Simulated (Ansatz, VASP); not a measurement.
**Se: VASP beside Ansatz**

The input POSCAR:

```
Se
1.0
   -1.6932740277      1.6932740277      1.6932740277
    1.6932740277     -1.6932740277      1.6932740277
    1.6932740277      1.6932740277     -1.6932740277
Se
1
Direct
    0.0000000000      0.0000000000      0.0000000000
```

Contents of INCAR.step1:

```
SYSTEM = Se
PREC = Accurate ; ENCUT = 520
ISMEAR = 0 ; SIGMA = 0.05
LREAL = .False. ; LASPH = .True.
NELM = 80 ; NBANDS = 9
GGA = PE ; ALGO = Normal
EDIFF = 1E-4 ; LWAVE = .True.
LCHARG = .False.
```

Contents of INCAR.step2:

```
SYSTEM = Se
PREC = Accurate ; ENCUT = 520
EDIFF = 1E-7 ; ISMEAR = 0
SIGMA = 0.05 ; LREAL = .False.
LASPH = .True. ; NELM = 80
ALGO = Normal ; ISIF = 2
LWAVE = .False. ; LCHARG = .True.
METAGGA = R2SCAN ; LMIXTAU = .True.
LELF = .True. ; LVHAR = .True.
NBANDS = 9 ; ISTART = 1
```

Contents of KPOINTS:

```
regular mesh
0
Gamma
  18 18 18
  0 0 0
```

Input for Ansatz:

```yaml
crystal:
  lattice:
    - [-1.6932740277, 1.6932740277, 1.6932740277]
    - [1.6932740277, -1.6932740277, 1.6932740277]
    - [1.6932740277, 1.6932740277, -1.6932740277]
  atoms:
    - { symbol: Se, position: [0.0, 0.0, 0.0] }
basis:
  ecutwfc: 500
  ecutrho_ratio: 4
kpoints:
  mp_grid: { grid: [18, 18, 18] }
hamiltonian:
  xc: r2scan
scf:
  occupations: { method: gaussian, width: 0.05 }
output:
  forces: true
  stress: true
  eigenvalues: true
```

Alike in both runs: task single point; functional r2SCAN; k mesh 18 × 18 × 18; occupations gaussian, width 0.05 eV; no spin polarisation.

|  | VASP | Ansatz |
| --- | --- | --- |
| version | VASP 6.6.1 | Ansatz 0.2.0 |
| potentials or method | VASP PAW PBE potentials, release 64 (Se) | scalar-relativistic, plane waves, PAW |
| plane-wave cutoff (eV) | 520 | 500 |
| valence electrons in the cell | 6 | 16 |

|  | VASP | Ansatz | Ansatz less VASP |
| --- | --- | --- | --- |
| gap on the k mesh at the Fermi level (eV) | none | none | - |
| pressure (GPa) | 3.4 | 3.5 | +0.09 |

A gap of «none» marks a metal or a gap that the smearing closes. The functional is the same, so the differences come from potentials, cutoffs and numerics. The two sets of potentials don't hold the same shells in valence.

Caveats: the PAW data sets were made with another functional, which shifts forces and pressure a little (VASP).
